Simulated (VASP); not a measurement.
# Ag (Fm-3m) in VASP: notebook, part 2 of 2

VASP 6.6.1.

### Step 4. Single point, PBE

File INCAR:

```
PREC = Accurate
ENCUT = 520
EDIFF = 1E-6
ISMEAR = 0
SIGMA = 0.012
LREAL = False
LASPH = True
NELM = 80
ALGO = Fast
ISIF = 2
LWAVE = False
LCHARG = True
GGA = PE
LELF = True
LVHAR = True
```

File KPOINTS:

```
Automatic mesh
0
Gamma
  11 11 11
```

File POSCAR:

```
Ag
1.0
    0.0000000000      2.0427500000      2.0427500000
    2.0427500000      0.0000000000      2.0427500000
    2.0427500000      2.0427500000      0.0000000000
Ag
1
Direct
    0.0000000000      0.0000000000      0.0000000000
```

Potentials or basis: VASP PAW PBE potentials, release 64 (Ag).

The run is started by

```
cat potpaw_PBE.64/Ag/POTCAR > POTCAR
mpirun -np 1 vasp_std > vasp.out
```

OUTCAR:

```text
PREC = Accurate
   ENCUT = 520
   EDIFF = 1E-6
   ISMEAR = 0
   LREAL = False
   LASPH = True
   NELM = 80
   ISIF = 2
   GGA = PE

 ion  position               nearest neighbor table
   1  0.000  0.000  0.000-

  LATTYP: Found a face centered cubic cell.
 ALAT       =     4.0855000000

  Lattice vectors:

 A1 = (   0.0000000000,   2.0427500000,   2.0427500000)
 A2 = (   2.0427500000,   0.0000000000,   2.0427500000)
 A3 = (   2.0427500000,   2.0427500000,   0.0000000000)

[... 468 lines left out ...]
      9      27.0596      0.00000

 [... further k-points ...]

------------------------ aborting loop because EDIFF is reached ----------------------------------------

  FORCE on cell =-STRESS in cart. coord.  units (eV):
  Direction    XX          YY          ZZ          XY          YZ          ZX
  --------------------------------------------------------------------------------------
  -------------------------------------------------------------------------------------
  Total        0.4484087      0.4484087      0.4484087     -0.0000000      0.0000000     -0.0000000
  in kB       42.1413997     42.1413997     42.1413997     -0.0000000      0.0000000     -0.0000000
  external PRESSURE =      42.1413997 kB  Pullay stress =       0.0000000 kB

 VOLUME and BASIS-vectors are now :
 -----------------------------------------------------------------------------
  energy-cutoff  :      520.00
  volume of cell :       17.05
      direct lattice vectors                 reciprocal lattice vectors
     0.000000000  2.042750000  2.042750000    -0.244768082  0.244768082  0.244768082
     2.042750000  0.000000000  2.042750000     0.244768082 -0.244768082  0.244768082
     2.042750000  2.042750000  0.000000000     0.244768082  0.244768082 -0.244768082

 POSITION                                       TOTAL-FORCE (eV/Angst)
 -----------------------------------------------------------------------------------
      0.00000      0.00000      0.00000        -0.000000     -0.000000      0.000000
 -----------------------------------------------------------------------------------
    total drift:                                0.000000      0.000000     -0.000000

  FREE ENERGIE OF THE ION-ELECTRON SYSTEM (eV)
  ---------------------------------------------------
  free  energy   TOTEN  =        -2.7091871393 eV

  energy  without entropy=       -2.7091718015  energy(sigma->0) =       -2.70917947
```

OSZICAR:

```text
N       E                     dE             d eps       ncg     rms          rms(c)
DAV:   1     0.453884234236E+02    0.45388E+02   -0.57215E+03  1024   0.111E+03
DAV:   2    -0.258337149818E+01   -0.47972E+02   -0.45863E+02  1033   0.207E+02
DAV:   3    -0.296829899714E+01   -0.38493E+00   -0.38487E+00  1184   0.231E+01
DAV:   4    -0.296920522915E+01   -0.90623E-03   -0.90621E-03  1142   0.104E+00
DAV:   5    -0.296921095866E+01   -0.57295E-05   -0.57297E-05  1133   0.773E-02    0.522E+00
RMM:   6    -0.272037377513E+01    0.24884E+00   -0.56619E-01  1009   0.869E+00    0.330E+00
RMM:   7    -0.271205959546E+01    0.83142E-02   -0.13041E-02  1042   0.161E+00    0.191E+00
RMM:   8    -0.270921354584E+01    0.28460E-02   -0.11684E-03  1053   0.416E-01    0.203E-01
RMM:   9    -0.270918669173E+01    0.26854E-04   -0.23356E-04  1089   0.180E-01    0.845E-02
RMM:  10    -0.270918587052E+01    0.82121E-06   -0.30043E-05  1084   0.607E-02    0.261E-02
RMM:  11    -0.270918691520E+01   -0.10447E-05   -0.71669E-06   905   0.235E-02    0.884E-03
RMM:  12    -0.270918713930E+01   -0.22410E-06   -0.56587E-07   709   0.791E-03
   1 F= -.27091871E+01 E0= -.27091795E+01  d E =-.153378E-04
```

It took 8.5 s on 1 thread of Intel Xeon Platinum 8488C (Sapphire Rapids), shared host; peak memory 0.13 GiB.

Results:

```yaml
Free_energy: -2.7092 eV
Pressure: 4.2 GPa
Band_gap_on_the_k_mesh: none (metal or under the smearing width)
```

Levels at points of the mesh, in eV from the Fermi level:
| k point | band 4 | band 5 | band 6 | band 7 | band 8 | band 9 |
| --- | --- | --- | --- | --- | --- | --- |
| (0.00, 0.00, 0.00) | -5.10 | -4.07 | -4.07 | 15.74 | 19.32 | 19.32 |

### Step 5. Single point, PBE

File INCAR:

```
ALGO     = Normal         # electronic algorithm
EDIFF    = 1E-6           # SCF threshold, eV
ENCUT    = 520            # plane-wave cutoff, eV
GGA      = PE             # functional
ISIF     = 2              # what is computed and relaxed
ISMEAR   = 0              # smearing method
LASPH    = T              # aspherical terms in the spheres
LCHARG   = F              # write CHGCAR
LREAL    = F              # projectors in reciprocal space
LWAVE    = F              # write WAVECAR
NBANDS   = 12             # bands
NELM     = 60             # most SCF steps
PREC     = Accurate       # precision mode
SIGMA    = 0.026000000000000002 # smearing width, eV
```

File KPOINTS:

```
k-points
0
Gamma
  11 11 11
```

POSCAR is that of step 4.

The run is started by

```
cat potpaw_PBE.64/Ag/POTCAR > POTCAR
mpirun -np 1 vasp_std > vasp.out
```

Wall time 6.5 s (1 thread of Intel Xeon Platinum 8488C (Sapphire Rapids), shared host); peak memory 0.14 GiB.

The run converged. Its results:

```yaml
Free_energy: -2.7092 eV
Pressure: 4.1 GPa
Band_gap_on_the_k_mesh: none (metal or under the smearing width)
```

Levels at points of the mesh, in eV from the Fermi level:
```tsv
k point	band 3	band 4	band 5	band 6	band 7	band 8	band 9	band 10
(0.00, 0.00, 0.00)	-5.08	-5.08	-4.05	-4.05	15.76	19.34	19.34	19.34
```

### Step 6. Relaxation of cell and atoms, PBEsol+D4

File INCAR:

```
PREC = Accurate
ENCUT = 600
EDIFF = 1E-6
ISMEAR = -1
SIGMA = 0.05
LREAL = False
LASPH = True
NELM = 100
ALGO = Normal
ISIF = 3
LWAVE = False
LCHARG = False
GGA = PS
IVDW = 13
IBRION = 2
NSW = 60
EDIFFG = -0.005
```

File KPOINTS:

```
Automatic mesh
0
Gamma
  11 11 11
```

POSCAR is that of step 5.

Potentials or basis: VASP PAW PBE potentials, release 64 (Ag).

The run is started by

```
cat potpaw_PBE.64/Ag/POTCAR > POTCAR
mpirun -np 1 vasp_std > vasp.out
```

OUTCAR:

```text
PREC = Accurate
   ENCUT = 600
   EDIFF = 1E-6
   ISMEAR = -1
   LREAL = False
   LASPH = True
   NELM = 100
   ISIF = 3
   GGA = PS
   IVDW = 13
   IBRION = 2
   NSW = 60
   EDIFFG = -0.005

 ion  position               nearest neighbor table
   1  0.000  0.000  0.000-

  LATTYP: Found a face centered cubic cell.
 ALAT       =     4.0855000000

  Lattice vectors:

 A1 = (   0.0000000000,   2.0427500000,   2.0427500000)
 A2 = (   2.0427500000,   0.0000000000,   2.0427500000)
 A3 = (   2.0427500000,   2.0427500000,   0.0000000000)

Analysis of symmetry for initial positions (statically):
=====================================================================
 Subroutine PRICEL returns:
 Original cell was already a primitive cell.

 Routine SETGRP: Setting up the symmetry group for a
 face centered cubic supercell.

 Subroutine GETGRP returns: Found 48 space group operations
 (whereof 48 operations were pure point group operations)
 out of a pool of 48 trial point group operations.

The static configuration has the point symmetry O_h .

Analysis of symmetry for dynamics (positions and initial velocities):
=====================================================================
 Subroutine PRICEL returns:
 Original cell was already a primitive cell.

 Routine SETGRP: Setting up the symmetry group for a
 face centered cubic supercell.

 Subroutine GETGRP returns: Found 48 space group operations
 (whereof 48 operations were pure point group operations)
 out of a pool of 48 trial point group operations.

The dynamic configuration has the point symmetry O_h .

 Subroutine INISYM returns: Found 48 space group operations
 (whereof 48 operations are pure point group operations),
 and found     1 'primitive' translations

----------------------------------------------------------------------------------------

                                     Primitive cell

  volume of cell :      17.0481

  direct lattice vectors                    reciprocal lattice vectors
     0.000000000  2.042750000  2.042750000    -0.244768082  0.244768082  0.244768082
     2.042750000  0.000000000  2.042750000     0.244768082 -0.244768082  0.244768082
     2.042750000  2.042750000  0.000000000     0.244768082  0.244768082 -0.244768082

  length of vectors
     2.888884755  2.888884755  2.888884755     0.423950755  0.423950755  0.423950755

  position of ions in fractional coordinates (direct lattice)
     0.000000000  0.000000000  0.000000000

  ion indices of the primitive-cell ions
   primitive index   ion index
                 1           1

----------------------------------------------------------------------------------------

 KPOINTS: Automatic mesh

Automatic generation of k-mesh.
 Grid dimensions read from file:
 generate k-points for:   11   11   11

 Generating k-lattice:

  Cartesian coordinates                     Fractional coordinates (reciprocal lattice)
    -0.022251644  0.022251644  0.022251644     0.090909091  0.000000000  0.000000000
     0.022251644 -0.022251644  0.022251644     0.000000000  0.090909091  0.000000000
     0.022251644  0.022251644 -0.022251644     0.000000000  0.000000000  0.090909091

  Length of vectors
     0.038540978  0.038540978  0.038540978

  Shift w.r.t. Gamma in fractional coordinates (k-lattice)
     0.000000000  0.000000000  0.000000000

 Subroutine IBZKPT returns following result:
 ===========================================

 Found     56 irreducible k-points:

 Following reciprocal coordinates:
            Coordinates               Weight
  0.000000  0.000000  0.000000      1.000000
  0.090909  0.000000  0.000000      8.000000
  0.181818  0.000000  0.000000      8.000000
  0.272727  0.000000  0.000000      8.000000
  0.363636  0.000000  0.000000      8.000000
  0.454545  0.000000  0.000000      8.000000
[... 16 lines left out ...]
 -0.272727  0.181818  0.000000     24.000000
 -0.181818  0.181818  0.000000     12.000000
 [... further k-points ...]
   k-points           NKPTS =     56   k-points in BZ     NKDIM =     56   number of bands    NBANDS=      9
   number of dos      NEDOS =    301   number of ions     NIONS =      1
   total plane-waves  NPLWV =  13824
   dimension x,y,z NGX =    24 NGY =   24 NGZ =   24
   dimension x,y,z NGXF=    48 NGYF=   48 NGZF=   48
   ions per type =               1
   NGX,Y,Z   is equivalent  to a cutoff of  13.81, 13.81, 13.81 a.u.
   NGXF,Y,Z  is equivalent  to a cutoff of  27.62, 27.62, 27.62 a.u.
 SYSTEM =  unknown system
   PREC   = accura    normal or accurate (medium, high low for compatibility)
   ISTART =      0    job   : 0-new  1-cont  2-samecut
   ICHARG =      2    charge: 1-file 2-atom 10-const
   ISPIN  =      1    spin polarized calculation?
   LNONCOLLINEAR =      F non collinear calculations
   LSORBIT =      F    spin-orbit coupling
   LASPH  =      T    aspherical Exc in radial PAW
   ENCUT  =  600.0 eV  44.10 Ry    6.64 a.u.   5.77  5.77  5.77*2*pi/ulx,y,z
   NELM   =    100;   NELMIN=  2; NELMDL= -5     # of ELM steps
   EDIFF  = 0.1E-05   stopping-criterion for ELM
   LREAL  =      F    real-space projection
   EDIFFG = -.5E-02   stopping-criterion for IOM
   NSW    =     60    number of steps for IOM
   IBRION =      2    ionic relax: 0-MD 1-quasi-New 2-CG
   NFREE  =      1    steps in history (QN), initial steepest desc. (CG)
   ISIF   =      3    stress and relaxation
   ISYM   =      2    0-nonsym 1-usesym 2-fastsym
   POTIM  = 0.5000    time-step for ionic-motion
   TEBEG  =    0.0;   TEEND  =   0.0 temperature during run
   PSTRESS=    0.0 pullay stress
   NELECT =      11.0000    total number of electrons
   NUPDOWN=      -1.0000    fix difference up-down
   EMIN   =  10.00;   EMAX   =-10.00  energy-range for DOS
   EFERMI =   0.00;   METHOD = LEGACY
   ISMEAR =    -1;   SIGMA  =   0.05  broadening in eV -4-tet -1-fermi 0-gaus
   EFERMI_NEDOS =   21; number of points for ismear=-14 and -15
   IALGO  =     38    algorithm
   IMIX   =      4    mixing-type and parameters
     AMIX     =   0.40;   BMIX     =  1.00
     AMIX_MAG =   1.60;   BMIX_MAG =  1.00
  volume/ion in A,a.u.               =      17.05       115.05
  Fermi-wavevector in a.u.,A,eV,Ry     =   1.414644  2.673290 27.228221  2.001218
  Thomas-Fermi vector in A             =   2.536165
   LORBIT       =      0    0 simple, 1 ext, 2 COOP (PROOUT), +10 PAW based schemes
   GGA     = PS    functional components
   LHFCALC =     F    Hartree Fock is set to
   AEXX    =    0.0000 exact exchange contribution
   IVDW    =    13    specifies the selected vdW correction
   LEPSILON=     F    determine dielectric tensor
   LRPA    =     F    only Hartree local field effects (RPA)
 conjugate gradient relaxation of ions
 non-spin polarized calculation
  energy-cutoff  :      600.00
  volume of cell :       17.05
 maximum number of plane-waves:       578
   NGX = 11   NGY = 11   NGZ = 11

--------------------------------------- Ionic step        1  -------------------------------------------

 number of electron      10.9999999 magnetization

 Free energy of the ion-electron system (eV)
  ---------------------------------------------------
  ext. energy  EPLUGINS =         0.00000000
  ---------------------------------------------------
  free energy    TOTEN  =        -3.30977843 eV

  energy without entropy =       -3.30712252  energy(sigma->0) =       -3.30845048

------------------------ aborting loop because EDIFF is reached ----------------------------------------

  DFT-D4 for vdW energy calculation

  Edisp (eV):   -0.33093
[... 69 lines left out ...]
--------------------------------------- Ionic step        3  -------------------------------------------

 number of electron      11.0000002 magnetization

 Free energy of the ion-electron system (eV)
  ---------------------------------------------------
  ext. energy  EPLUGINS =         0.00000000
  ---------------------------------------------------
  free energy    TOTEN  =        -3.31066449 eV

  energy without entropy =       -3.30874087  energy(sigma->0) =       -3.30970268

 E-fermi :   9.1550     XC(G=0): -12.7292

 val. band max:        9.0788637763   @ k =  -0.4545   0.0909   0.0000
 cond. band min:       9.2253907169   @ k =   0.4545   0.3636   0.0000
 fundamental gap:      0.1465269406
 Fermi energy:         9.1550197181

 k-point     1 :       0.0000    0.0000    0.0000
  band No.  band energies     occupation
      1       0.7540      2.00000
      2       4.0044      2.00000
      3       4.0044      2.00000
      4       4.0044      2.00000
      5       5.1520      2.00000
      6       5.1520      2.00000
      7      25.0705      0.00000
      8      28.9542      0.00000
      9      28.9542      0.00000
[... 265 lines left out ...]
 k-point    24 :      -0.1818    0.1818    0.0000
  band No.  band energies     occupation
      1       2.9058      2.00000
      2       3.5515      2.00000
      3       4.2215      2.00000
      4       4.6785      2.00000
      5       4.7150      2.00000
      6       6.3501      2.00000
      7      21.2660      0.00000
      8      21.7335      0.00000
      9      27.9578      0.00000

 [... further k-points ...]

------------------------ aborting loop because EDIFF is reached ----------------------------------------

  DFT-D4 for vdW energy calculation

  Edisp (eV):   -0.34746
[... 24 lines left out ...]
  FREE ENERGIE OF THE ION-ELECTRON SYSTEM (eV)
  ---------------------------------------------------
  free  energy   TOTEN  =        -3.6581231515 eV

  energy  without entropy=       -3.6561995297  energy(sigma->0) =       -3.65716134

 reached required accuracy - stopping structural energy minimisation
```

Run time: 18 s. Hardware: 1 thread of Intel Xeon Platinum 8488C (Sapphire Rapids), shared host; peak memory 0.15 GiB.

What came out:

```yaml
Free_energy: -3.6581 eV
Relaxed_volume: 16.18 Å³/atom
Relaxed_cell: a = 2.839 Å, b = 2.839 Å, c = 2.839 Å, α = 60.00°, β = 60.00°, γ = 60.00°
Space_group_after_relaxing_to_0.05_Å: Fm-3m (No. 225)
Energy_gained_by_relaxing: 17.4 meV/atom
Ionic_steps: 3
Pressure_after_relaxing: 0.0 GPa
Band_gap_on_the_k_mesh: none (metal or under the smearing width)
Dispersion_energy_per_atom: -0.347 eV
```

Step by step:
```csv
step,energy change (eV),largest force (eV/Å),pressure (GPa),volume (Å³)
1,0.0000,0.0000,-6.01,17.05
2,-0.0052,0.0000,6.26,15.52
3,-0.0174,0.0000,-0.03,16.18
```

Final structure:
```yaml
crystal:
  lattice:
    - [0.00000, 2.00745, 2.00745]
    - [2.00745, 0.00000, 2.00745]
    - [2.00745, 2.00745, 0.00000]
  atoms:
    - { symbol: Ag, position: [0.00000, 0.00000, 0.00000] }
```

Caveat: the PAW data sets were made with another functional, which shifts forces and pressure a little; pairwise dispersion overbinds metals, which lowers pressure and volume.

### Step 7. For comparison

An earlier run on the cell as given: functional PBEsol; potentials or basis VASP PAW PBE potentials, release 64 (Ag); cutoff 520 eV; k mesh 11 × 11 × 11; occupations fermi-dirac, width 0.05 eV; no spin polarisation.

- Pressure: -3.1 GPa
- Band gap on the k mesh: none (metal or under the smearing width)

### Step 8. Overview

```csv
task,level,cell,cutoff (eV),smearing,ladder,gap on the mesh (eV),pressure (GPa)
single point,PBE,as given,520,gaussian 0.012 eV,-,none,4.2
single point,PBE,as given,520,gaussian 0.028 eV,-,none,4.1
single point,PBE,as given,520,gaussian 0.026 eV,-,none,4.1
relaxation of cell and atoms,PBEsol+D4,relaxed,600,fermi-dirac 0.05 eV,-,none,0.0
single point,PBEsol,as given,520,fermi-dirac 0.05 eV,free,none,-3.1
```

Alike in all rows: potentials or basis VASP PAW PBE potentials, release 64 (Ag); no spin polarisation; k mesh 11 × 11 × 11.

Every run on the cell as given and a fine mesh finds a metal. The pressure there spans -3.1 GPa (PBEsol) to 4.2 GPa (PBE); a positive pressure means that this level wants a larger cell, a negative one a smaller.

Caveats: the PAW data sets were made with another functional, which shifts forces and pressure a little (some runs); pairwise dispersion overbinds metals, which lowers pressure and volume (some runs).

Total energies depend on the potentials used, so only differences within one code and one set of settings carry meaning.
